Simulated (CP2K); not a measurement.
Runs of CP2K 2026.2 on Te2Mo. Symmetry: P6_3/mmc, No. 194, hexagonal system. The conventional cell has a = 3.518 Å, b = 3.518 Å, c = 13.974 Å, α = 90.00°, β = 90.00°, γ = 120.00°. Te (site symmetry 3m) is surrounded by 3 Mo at 2.72 Å. Mo (site symmetry -6m2) is surrounded by 6 Te at 2.72 Å. 

```tsv
potentials or basis	ADDED_MOS	gap on the mesh (eV)	pressure (GPa)	largest force (eV/Å)
POTENTIAL_UZH Te GTH-PBE-q6, Mo GTH-PBE-q14; DZVP-MOLOPT-PBE-GTH basis	[24]	0.89	6.4	0.41
POTENTIAL_UZH Te GTH-PBE-q6, Mo GTH-PBE-q14; TZVP-MOLOPT-PBE-GTH basis	[24]	0.78	5.4	(a)
GTH_POTENTIALS Te GTH-PBE-q6, Mo GTH-PBE-q14; DZVP-MOLOPT-SR-GTH basis	[24]	0.77	5.1	(b)
GTH_POTENTIALS Te GTH-PBE-q6, Mo GTH-PBE-q14; TZVP-MOLOPT-SR-GTH basis	[24]	0.77	5.0	0.38
GTH_POTENTIALS Te GTH-PBE-q6, Mo GTH-PBE-q14; SZV-MOLOPT-SR-GTH basis	[10]	0.56	14.0	1.13
POTENTIAL_UZH Te GTH-PBE-q6, Mo GTH-PBE-q14; ccGRB-D basis	[24]	0.76	6.4	0.77
POTENTIAL_UZH Te GTH-PBE-q6, Mo GTH-PBE-q14; TZV2P-MOLOPT-PBE-GTH basis	[24]	0.77	4.5	0.38
```

Alike in all rows: task band structure; level PBE; no spin polarisation; cell as given; k mesh 9 × 9 × 2; smearing fermi-dirac 0.05 eV.

Task: Fill in the values left out.

Result: (a) 0.45; (b) 0.36.

Caveats: spin-orbit coupling is left out, which moves the levels of the heavy elements; this functional lacks dispersion, which binds the layers, so the pressure and a relaxed spacing across them are unreliable; the basis of atomic orbitals isn't converged, which shifts pressures, moduli and gaps; a minimal basis gives rough bond lengths, pressures and levels (some runs); forces of over 1 eV/Å show positions far from the minimum, so gaps and moduli don't describe the material at rest (some runs).

A k mesh can miss the band edges, and the runs leave out spin-orbit coupling on Mo, Te.
